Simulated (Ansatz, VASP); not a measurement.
# Tc: VASP beside Ansatz

Contents of INCAR:

```
SYSTEM = Tc
PREC     = Accurate       ! precision mode
ENCUT    = 520            ! plane-wave cutoff, eV
EDIFF    = 1E-7           ! SCF threshold, eV
ISMEAR   = -1             ! smearing method
SIGMA    = 0.05           ! smearing width, eV
LREAL    = .False.        ! projectors in reciprocal space
LASPH    = .True.         ! aspherical terms in the spheres
NELM     = 60             ! most SCF steps
ALGO     = Normal         ! electronic algorithm
ISIF     = 2              ! what is computed and relaxed
LWAVE    = .False.        ! write WAVECAR
LCHARG   = .False.        ! write CHGCAR
GGA      = PE             ! functional
NBANDS   = 20             ! bands
```

Contents of KPOINTS:

```
regular mesh
0
Gamma
  11 11 6
  0 0 0
```

Contents of POSCAR:

```
Tc
1.0
    2.7937391334      0.0000000000      0.0000000000
   -1.3968695667      2.4194490611      0.0000000000
    0.0000000000      0.0000000000      4.4842571930
Tc
2
Direct
    0.6666666667      0.3333333333      0.7500000000
    0.3333333333      0.6666666667      0.2500000000
```

input.yaml

```yaml
crystal:
  lattice:
    - [2.7937391334, 0.0, 0.0]
    - [-1.3968695667, 2.4194490611, 0.0]
    - [0.0, 0.0, 4.484257193]
  atoms:
    - { symbol: Tc, position: [0.6666666667, 0.3333333333, 0.75] }
    - { symbol: Tc, position: [0.3333333333, 0.6666666667, 0.25] }
hamiltonian:
  xc: pbe
  pseudopotentials: { kind: paw }
kpoints:
  mp_grid: { grid: [11, 11, 6] }
scf:
  occupations: { method: fermi_dirac, width: 0.05 }
output:
  forces: true
  stress: true
  eigenvalues: true
```

Change from the starting cell: volume scaled by 1.06.

Alike in both runs: task single point; functional PBE; k mesh 11 × 11 × 6; occupations fermi-dirac, width 0.05 eV; no spin polarisation.

```csv
,VASP,Ansatz
version,VASP 6.6.1,Ansatz 0.2.0
potentials or method,"VASP PAW PBE potentials, release 64 (Tc_pv)",Ansatz PAW earlier set
plane-wave cutoff (eV),520,500
valence electrons in the cell,26,30
```

Ansatz gave:

| Quantity | Value |
| --- | --- |
| gap on the k mesh at the Fermi level (eV) | none |
| pressure (GPa) | -13.0 |
| largest component of the traceless stress (GPa) | 0.17 |

Question: Which values does VASP return?

Answer: gap on the k mesh at the Fermi level (eV): none; pressure (GPa): -13.6; largest component of the traceless stress (GPa): 0.18.

A gap of «none» marks a metal or a gap that the smearing closes. With one functional, cell and mesh, what is left measures potentials, basis and numerics. The two sets of potentials don't hold the same shells in valence.
